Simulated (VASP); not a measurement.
# Cu (Fm-3m) in VASP: further runs

One crystal, Cu, is run at these levels: r2SCAN, SCAN, rSCAN; tasks: band structure.

All numbers are computed with VASP 6.6.1; they aren't measurements. Logs are shortened: lines on timing, memory, paths and dates and some standing lists are left out, and cuts for length are marked.

### 1 The structure

Symmetry: Fm-3m, No. 225, cubic system. Conventional cell: a = 3.615 Å, b = 3.615 Å, c = 3.615 Å, α = 90.00°, β = 90.00°, γ = 90.00°. Cu (site symmetry m-3m) is surrounded by 12 Cu at 2.56 Å.

### 2 Band structure, r2SCAN

Contents of INCAR:

```
PREC = Accurate
ENCUT = 520
EDIFF = 1E-6
ISMEAR = -1
SIGMA = 0.05
LREAL = False
LASPH = True
NELM = 80
ALGO = Normal
ISIF = 2
LWAVE = False
LCHARG = False
LMAXMIX = 4
METAGGA = R2SCAN
LMIXTAU = True
```

Contents of KPOINTS:

```
Automatic mesh
0
Gamma
  13 13 13
```

Contents of POSCAR:

```
Cu
1.0
    0.0000000000      1.8075000000      1.8075000000
    1.8075000000      0.0000000000      1.8075000000
    1.8075000000      1.8075000000      0.0000000000
Cu
1
Direct
    0.0000000000      0.0000000000      0.0000000000
```

Contents of KPOINTS_OPT:

```
path GXWKGLUWLK,UX
10
line-mode
reciprocal
 0.0000000000  0.0000000000  0.0000000000  G
 0.5000000000  0.0000000000  0.5000000000  X

 0.5000000000  0.0000000000  0.5000000000  X
 0.5000000000  0.2500000000  0.7500000000  W

 0.5000000000  0.2500000000  0.7500000000  W
 0.3750000000  0.3750000000  0.7500000000  K

 0.3750000000  0.3750000000  0.7500000000  K
 0.0000000000  0.0000000000  0.0000000000  G

 0.0000000000  0.0000000000  0.0000000000  G
 0.5000000000  0.5000000000  0.5000000000  L

 0.5000000000  0.5000000000  0.5000000000  L
 0.6250000000  0.2500000000  0.6250000000  U

 0.6250000000  0.2500000000  0.6250000000  U
 0.5000000000  0.2500000000  0.7500000000  W

 0.5000000000  0.2500000000  0.7500000000  W
 0.5000000000  0.5000000000  0.5000000000  L

 0.5000000000  0.5000000000  0.5000000000  L
 0.3750000000  0.3750000000  0.7500000000  K

 0.6250000000  0.2500000000  0.6250000000  U
 0.5000000000  0.0000000000  0.5000000000  X
```

Potentials or basis: VASP PAW PBE potentials, release 64 (Cu).

Started as:

```
$ cat potpaw_PBE.64/Cu/POTCAR > POTCAR
$ mpirun -np 1 vasp_std > vasp.out
```

OUTCAR:

```text
PREC = Accurate
   ENCUT = 520
   EDIFF = 1E-6
   ISMEAR = -1
   LREAL = False
   LASPH = True
   NELM = 80
   ISIF = 2
   METAGGA = R2SCAN

 ion  position               nearest neighbor table
   1  0.000  0.000  0.000-

  LATTYP: Found a face centered cubic cell.
 ALAT       =     3.6150000000

  Lattice vectors:

 A1 = (   0.0000000000,   1.8075000000,   1.8075000000)
 A2 = (   1.8075000000,   0.0000000000,   1.8075000000)
 A3 = (   1.8075000000,   1.8075000000,   0.0000000000)

Analysis of symmetry for initial positions (statically):
=====================================================================
 Subroutine PRICEL returns:
 Original cell was already a primitive cell.

 Routine SETGRP: Setting up the symmetry group for a
 face centered cubic supercell.

 Subroutine GETGRP returns: Found 48 space group operations
 (whereof 48 operations were pure point group operations)
 out of a pool of 48 trial point group operations.

The static configuration has the point symmetry O_h .

Analysis of symmetry for dynamics (positions and initial velocities):
=====================================================================
 Subroutine PRICEL returns:
 Original cell was already a primitive cell.

 Routine SETGRP: Setting up the symmetry group for a
 face centered cubic supercell.

 Subroutine GETGRP returns: Found 48 space group operations
 (whereof 48 operations were pure point group operations)
 out of a pool of 48 trial point group operations.

The dynamic configuration has the point symmetry O_h .

 Subroutine INISYM returns: Found 48 space group operations
 (whereof 48 operations are pure point group operations),
 and found     1 'primitive' translations

----------------------------------------------------------------------------------------

                                     Primitive cell

  volume of cell :      11.8104

  direct lattice vectors                    reciprocal lattice vectors
     0.000000000  1.807500000  1.807500000    -0.276625173  0.276625173  0.276625173
     1.807500000  0.000000000  1.807500000     0.276625173 -0.276625173  0.276625173
     1.807500000  1.807500000  0.000000000     0.276625173  0.276625173 -0.276625173

  length of vectors
     2.556191014  2.556191014  2.556191014     0.479128854  0.479128854  0.479128854

  position of ions in fractional coordinates (direct lattice)
     0.000000000  0.000000000  0.000000000

  ion indices of the primitive-cell ions
   primitive index   ion index
                 1           1

----------------------------------------------------------------------------------------

 KPOINTS: Automatic mesh

Automatic generation of k-mesh.
 Grid dimensions read from file:
 generate k-points for:   13   13   13

 Generating k-lattice:

  Cartesian coordinates                     Fractional coordinates (reciprocal lattice)
    -0.021278859  0.021278859  0.021278859     0.076923077  0.000000000  0.000000000
     0.021278859 -0.021278859  0.021278859     0.000000000  0.076923077  0.000000000
     0.021278859  0.021278859 -0.021278859     0.000000000  0.000000000  0.076923077

  Length of vectors
     0.036856066  0.036856066  0.036856066

  Shift w.r.t. Gamma in fractional coordinates (k-lattice)
     0.000000000  0.000000000  0.000000000

 Subroutine IBZKPT returns following result:
 ===========================================

 Found     84 irreducible k-points:

 Following reciprocal coordinates:
            Coordinates               Weight
  0.000000  0.000000  0.000000      1.000000
  0.076923  0.000000  0.000000      8.000000
  0.153846  0.000000  0.000000      8.000000
  0.230769  0.000000  0.000000      8.000000
  0.307692  0.000000  0.000000      8.000000
  0.384615  0.000000  0.000000      8.000000
[... 16 lines left out ...]
  0.384615  0.153846  0.000000     24.000000
  0.461538  0.153846  0.000000     24.000000
 [... further k-points ...]
   k-points           NKPTS =     84   k-points in BZ     NKDIM =     84   number of bands    NBANDS=      9
   number of dos      NEDOS =    301   number of ions     NIONS =      1
   total plane-waves  NPLWV =   8000
   dimension x,y,z NGX =    20 NGY =   20 NGZ =   20
   dimension x,y,z NGXF=    40 NGYF=   40 NGZF=   40
   ions per type =               1
   NGX,Y,Z   is equivalent  to a cutoff of  13.01, 13.01, 13.01 a.u.
   NGXF,Y,Z  is equivalent  to a cutoff of  26.01, 26.01, 26.01 a.u.
 SYSTEM =  unknown system
   PREC   = accura    normal or accurate (medium, high low for compatibility)
   ISTART =      0    job   : 0-new  1-cont  2-samecut
   ICHARG =      2    charge: 1-file 2-atom 10-const
   ISPIN  =      1    spin polarized calculation?
   LNONCOLLINEAR =      F non collinear calculations
   LSORBIT =      F    spin-orbit coupling
   LASPH  =      T    aspherical Exc in radial PAW
   ENCUT  =  520.0 eV  38.22 Ry    6.18 a.u.   4.75  4.75  4.75*2*pi/ulx,y,z
   NELM   =     80;   NELMIN=  2; NELMDL= -5     # of ELM steps
   EDIFF  = 0.1E-05   stopping-criterion for ELM
   LREAL  =      F    real-space projection
   EDIFFG = 0.1E-04   stopping-criterion for IOM
   NSW    =      0    number of steps for IOM
   IBRION =     -1    ionic relax: 0-MD 1-quasi-New 2-CG
   NFREE  =      0    steps in history (QN), initial steepest desc. (CG)
   ISIF   =      2    stress and relaxation
   ISYM   =      2    0-nonsym 1-usesym 2-fastsym
   POTIM  = 0.5000    time-step for ionic-motion
   TEBEG  =    0.0;   TEEND  =   0.0 temperature during run
   PSTRESS=    0.0 pullay stress
   NELECT =      11.0000    total number of electrons
   NUPDOWN=      -1.0000    fix difference up-down
   EMIN   =  10.00;   EMAX   =-10.00  energy-range for DOS
   EFERMI =   0.00;   METHOD = LEGACY
   ISMEAR =    -1;   SIGMA  =   0.05  broadening in eV -4-tet -1-fermi 0-gaus
   EFERMI_NEDOS =   21; number of points for ismear=-14 and -15
   IALGO  =     38    algorithm
   IMIX   =      4    mixing-type and parameters
     AMIX     =   0.40;   BMIX     =  1.00
     AMIX_MAG =   1.60;   BMIX_MAG =  1.00
  volume/ion in A,a.u.               =      11.81        79.70
  Fermi-wavevector in a.u.,A,eV,Ry     =   1.598763  3.021224 34.777078  2.556043
  Thomas-Fermi vector in A             =   2.696162
   LORBIT       =      0    0 simple, 1 ext, 2 COOP (PROOUT), +10 PAW based schemes
   METAGGA = R2SCAN    functional components
   LHFCALC =     F    Hartree Fock is set to
   AEXX    =    0.0000 exact exchange contribution
   IVDW    =     0    specifies the selected vdW correction
   LEPSILON=     F    determine dielectric tensor
   LRPA    =     F    only Hartree local field effects (RPA)
 non-spin polarized calculation
  energy-cutoff  :      520.00
  volume of cell :       11.81
 maximum number of plane-waves:       331
   NGX =  9   NGY =  9   NGZ =  9

 number of electron      11.0000001 magnetization

 Free energy of the ion-electron system (eV)
  ---------------------------------------------------
  ext. energy  EPLUGINS =         0.00000000
  ---------------------------------------------------
  free energy    TOTEN  =       -10.82441960 eV

  energy without entropy =      -10.82169714  energy(sigma->0) =      -10.82305837

 E-fermi :   7.5804     XC(G=0): -13.7455

 val. band max:        7.3801069692   @ k =   0.4615   0.2308   0.0000
 cond. band min:       7.6040243209   @ k =   0.4615   0.3077   0.0000
 fundamental gap:      0.2239173517
 Fermi energy:         7.5804369833

 k-point     1 :       0.0000    0.0000    0.0000
  band No.  band energies     occupation
      1      -2.2711      2.00000
      2       4.2563      2.00000
      3       4.2564      2.00000
      4       4.2564      2.00000
      5       5.0705      2.00000
      6       5.0705      2.00000
      7      30.7786      0.00000
      8      33.8119      0.00000
      9      33.8121      0.00000

 k-point     2 :       0.0769    0.0000    0.0000
  band No.  band energies     occupation
      1      -2.0475      2.00000
      2       4.2097      2.00000
      3       4.2968      2.00000
      4       4.2968      2.00000
      5       5.0551      2.00000
      6       5.0551      2.00000
      7      29.3632      0.00000
      8      31.9087      0.00000
      9      33.1324      0.00000

 k-point     3 :       0.1538    0.0000    0.0000
  band No.  band energies     occupation
      1      -1.3918      2.00000
      2       4.0954      2.00000
      3       4.3833      2.00000
      4       4.3834      2.00000
      5       5.0415      2.00000
      6       5.0416      2.00000
      7      25.4233      0.00000
      8      31.3772      0.00000
      9      32.1573      0.00000

 k-point     4 :       0.2308    0.0000    0.0000
  band No.  band energies     occupation
      1      -0.3643      2.00000
      2       3.9967      2.00000
      3       4.4166      2.00000
      4       4.4167      2.00000
      5       5.1201      2.00000
      6       5.1202      2.00000
      7      21.3568      0.00000
      8      30.8774      0.00000
      9      31.3924      0.00000
[... 205 lines left out ...]
 k-point    22 :       0.3077    0.1538    0.0000
  band No.  band energies     occupation
      1       0.7045      2.00000
      2       3.6706      2.00000
      3       4.3491      2.00000
      4       4.6627      2.00000
      5       5.2434      2.00000
      6       5.4095      2.00000
      7      20.6613      0.00000
      8      26.5676      0.00000
      9      27.7500      0.00000

 k-point    23 :       0.3846    0.1538    0.0000
  band No.  band energies     occupation
      1       1.7888      2.00000
      2       3.7108      2.00000
      3       4.1935      2.00000
      4       4.6029      2.00000
      5       5.5786      2.00000
      6       5.9012      2.00000
      7      16.9868      0.00000
      8      26.2585      0.00000
      9      26.3735      0.00000

 k-point    24 :       0.4615    0.1538    0.0000
  band No.  band energies     occupation
      1       2.4195      2.00000
      2       3.8702      2.00000
      3       4.2623      2.00000
      4       4.5241      2.00000
      5       5.6744      2.00000
      6       7.0392      1.99996
      7      13.7710      0.00000
      8      24.9586      0.00000
      9      26.4522      0.00000

 [... further k-points ...]

------------------------ aborting loop because EDIFF is reached ----------------------------------------

  FORCE on cell =-STRESS in cart. coord.  units (eV):
  Direction    XX          YY          ZZ          XY          YZ          ZX
  --------------------------------------------------------------------------------------
  -------------------------------------------------------------------------------------
  Total       -0.3203552     -0.3203552     -0.3203552      0.0000000     -0.0000000     -0.0000000
  in kB      -43.4587722    -43.4587722    -43.4587722      0.0000000     -0.0000000     -0.0000000
  external PRESSURE =     -43.4587722 kB  Pullay stress =       0.0000000 kB

 VOLUME and BASIS-vectors are now :
 -----------------------------------------------------------------------------
  energy-cutoff  :      520.00
  volume of cell :       11.81
      direct lattice vectors                 reciprocal lattice vectors
     0.000000000  1.807500000  1.807500000    -0.276625173  0.276625173  0.276625173
     1.807500000  0.000000000  1.807500000     0.276625173 -0.276625173  0.276625173
     1.807500000  1.807500000  0.000000000     0.276625173  0.276625173 -0.276625173

 POSITION                                       TOTAL-FORCE (eV/Angst)
 -----------------------------------------------------------------------------------
      0.00000      0.00000      0.00000         0.000000      0.000000      0.000000
 -----------------------------------------------------------------------------------
    total drift:                                0.000000      0.000000      0.000000

  FREE ENERGIE OF THE ION-ELECTRON SYSTEM (eV)
  ---------------------------------------------------
  free  energy   TOTEN  =       -10.8244195985 eV

  energy  without entropy=      -10.8216971421  energy(sigma->0) =      -10.82305837
```

It took 28 s on 1 thread of Intel Xeon 6975P-C (Granite Rapids), shared host; peak memory 0.14 GiB.

Results:

```yaml
Free_energy: -10.8244 eV
Pressure: -4.3 GPa
Band_gap_along_the_path: none (metal or under the smearing width)
```

Levels at the corners of the path, in eV from the Fermi level:
```csv
point,band 1,band 2,band 3,band 4,band 5,band 6,band 7,band 8,band 9
Γ,-9.85,-3.32,-3.32,-3.32,-2.51,-2.51,23.20,26.23,26.23
X,-5.24,-4.77,-1.96,-1.77,-1.77,1.40,7.25,13.58,13.58
X,-5.24,-4.77,-1.96,-1.77,-1.77,1.40,7.25,13.58,13.58
W,-4.49,-3.86,-3.86,-2.55,-1.77,6.28,6.28,8.40,9.19
W,-4.49,-3.86,-3.86,-2.55,-1.77,6.28,6.28,8.40,9.19
K,-4.65,-4.41,-3.07,-2.38,-1.97,4.33,5.80,8.06,15.72
K,-4.65,-4.41,-3.07,-2.38,-1.97,4.33,5.80,8.06,15.72
Γ,-9.85,-3.32,-3.32,-3.32,-2.51,-2.51,23.20,26.23,26.23
Γ,-9.85,-3.32,-3.32,-3.32,-2.51,-2.51,23.20,26.23,26.23
L,-5.42,-3.37,-3.37,-1.92,-1.92,-1.23,3.78,21.71,22.96
L,-5.42,-3.37,-3.37,-1.92,-1.92,-1.23,3.78,21.71,22.96
U,-4.65,-4.41,-3.07,-2.38,-1.97,4.33,5.80,8.06,15.72
U,-4.65,-4.41,-3.07,-2.38,-1.97,4.33,5.80,8.06,15.72
W,-4.49,-3.86,-3.86,-2.55,-1.77,6.28,6.28,8.40,9.19
W,-4.49,-3.86,-3.86,-2.55,-1.77,6.28,6.28,8.40,9.19
L,-5.42,-3.37,-3.37,-1.92,-1.92,-1.23,3.78,21.71,22.96
L,-5.42,-3.37,-3.37,-1.92,-1.92,-1.23,3.78,21.71,22.96
K,-4.65,-4.41,-3.07,-2.38,-1.97,4.33,5.80,8.06,15.72
U,-4.65,-4.41,-3.07,-2.38,-1.97,4.33,5.80,8.06,15.72
X,-5.24,-4.77,-1.96,-1.77,-1.77,1.40,7.25,13.58,13.58
```

Caveat: the PAW data sets were made with another functional, which shifts forces and pressure a little.

[end of part 1 of 2]
